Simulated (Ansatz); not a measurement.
Geometry optimisation in Ansatz: input, command and trajectory.

```yaml
crystal:
  lattice:
    - [3.0127093132, 0.0, 0.0]
    - [-1.5063546566, 2.6090827994, 0.0]
    - [0.0, 0.0, 4.7931680001]
  atoms:
    - { symbol: Ta, position: [0.3333333333, 0.6666666667, 0.25656662] }
    - { symbol: Ta, position: [0.6666666667, 0.3333333333, 0.74343338] }
    - { symbol: C, position: [0.0, 0.0, 0.0] }
basis:
  ecutwfc: 500
kpoints:
  mp_grid: { grid: [18, 18, 8] }
hamiltonian:
  xc: r2scan
scf:
  occupations: { method: gaussian, width: 0.1 }
output:
  forces: true
  stress: true
  eigenvalues: true
relax:
  adjacent_minimum: "off"
  f_tol: 0.01
  max_steps: 30
  cell: { stress_tol: 0.1, fix: [volume] }
```

```bash
ansatz run input.yaml --threads 1 --pin off --max-ram 2560MiB --backend cpu --events-out ev --progress --plain --runs-dir out
```

Computed with Ansatz 0.2.0, DFT r2SCAN, scalar-relativistic, plane waves, PAW.

The volume is held at 0.91 times that of the relaxed cell.

Of 6 frames 5 are shown, positions in Å and forces in eV/Å; the SCF threshold varies from step to step. Steps run on the plane waves of an earlier cell, with a Pulay correction in the pressure. The basis is chosen afresh for the last frame, the zero of the energies, and at times for earlier ones too; energy and pressure step there, also at an unchanged geometry. The mark taken_back stands on steps that the optimiser undid.

```xyz
3
Lattice="3.0127 0.0000 0.0000 -1.5064 2.6091 0.0000 0.0000 0.0000 4.7932" Properties=species:S:1:pos:R:3:forces:R:3 pbc="T T T" step=1 free_energy_over_end_meV_per_atom=0.61 pressure_GPa=31.74
Ta    0.0000    1.7394    1.2298    0.0000    0.0000    0.2773
Ta    1.5064    0.8697    3.5634    0.0000    0.0000   -0.2773
C     0.0000    0.0000    0.0000    0.0000    0.0000    0.0000
3
Lattice="3.0123 0.0000 0.0000 -1.5062 2.6088 0.0000 0.0000 0.0000 4.7944" Properties=species:S:1:pos:R:3:forces:R:3 pbc="T T T" step=2 free_energy_over_end_meV_per_atom=1.00 pressure_GPa=30.73 taken_back
Ta    0.0000    1.7392    1.2448    0.0000    0.0000   -0.3609
Ta    1.5062    0.8696    3.5496    0.0000    0.0000    0.3609
C     0.0000    0.0000    0.0000    0.0000    0.0000    0.0000
3
Lattice="3.0100 0.0000 0.0000 -1.5050 2.6067 0.0000 0.0000 0.0000 4.8018" Properties=species:S:1:pos:R:3:forces:R:3 pbc="T T T" step=3 free_energy_over_end_meV_per_atom=0.04 pressure_GPa=31.25
Ta    0.0000    1.7378    1.2383    0.0000    0.0000    0.0038
Ta    1.5050    0.8689    3.5635    0.0000    0.0000   -0.0038
C     0.0000    0.0000    0.0000    0.0000    0.0000    0.0000
3
Lattice="3.0135 0.0000 0.0000 -1.5067 2.6097 0.0000 0.0000 0.0000 4.7907" Properties=species:S:1:pos:R:3:forces:R:3 pbc="T T T" step=4 free_energy_over_end_meV_per_atom=0.05 pressure_GPa=31.24 taken_back
Ta    0.0000    1.7398    1.2362    0.0000    0.0000   -0.0285
Ta    1.5067    0.8699    3.5545    0.0000    0.0000    0.0285
C     0.0000    0.0000    0.0000    0.0000    0.0000    0.0000
3
Lattice="3.0117 0.0000 0.0000 -1.5058 2.6082 0.0000 0.0000 0.0000 4.7964" Properties=species:S:1:pos:R:3:forces:R:3 pbc="T T T" step=6 free_energy_over_end_meV_per_atom=0.00 pressure_GPa=31.26
Ta    0.0000    1.7388    1.2370    0.0000    0.0000    0.0001
Ta    1.5058    0.8694    3.5594    0.0000    0.0000   -0.0001
C     0.0000    0.0000    0.0000    0.0000    0.0000    0.0000
```

It took 5.1 min on 1 thread of Intel(R) Xeon(R) Processor @ 2.50GHz (Skylake/Cascade Lake), with other jobs on the host, peak memory 0.61 GiB.

Spin–orbit coupling is left out, which can shift energies with elements as heavy as these.